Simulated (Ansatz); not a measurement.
What a change of settings does: GaN (rocksalt type)

First run: DFT, PBE, all-electron PAW with datasets made for the crystal, scalar-relativistic (Ansatz 0.2.0).

Command: `ansatz run input.yaml --threads 1 --pin off --max-ram 2048MiB --backend cpu --events-out ev --progress --plain --runs-dir out` It took 12 s on 1 thread of Arm Neoverse V1, with other jobs on the host, peak memory 0.52 GiB.

```yaml
crystal:
  lattice:
    - [0.0, 2.13432546, 2.13432546]
    - [2.13432546, 0.0, 2.13432546]
    - [2.13432546, 2.13432546, 0.0]
  atoms:
    - { symbol: Ga, position: [0.0, 0.0, 0.0] }
    - { symbol: "N", position: [0.5, 0.5, 0.5] }
kpoints:
  mp_grid: { grid: [15, 15, 15] }
scf:
  occupations: { method: fermi_dirac, width: 0.1 }
hamiltonian:
  xc: pbe
  pseudopotentials: { kind: all_electron, datasets: crystal }
output:
  forces: true
  stress: true
  eigenvalues: true
```

The cell comes from a relaxation on PAW files under the same functional, begun from a prototype that needn't be the stable phase.

This run: the series' base cell.

It converges in 8 SCF iterations at a pressure of 0.02 GPa.

The input is then changed:

```diff
 kpoints:
-  mp_grid: { grid: [15, 15, 15] }
+  mp_grid: { grid: [22, 22, 22] }
 scf:
```

Task: What does the second run give?

Result: It converges in 8 SCF iterations at a pressure of 0.01 GPa, free energy 0.0 meV/atom against the first run's.
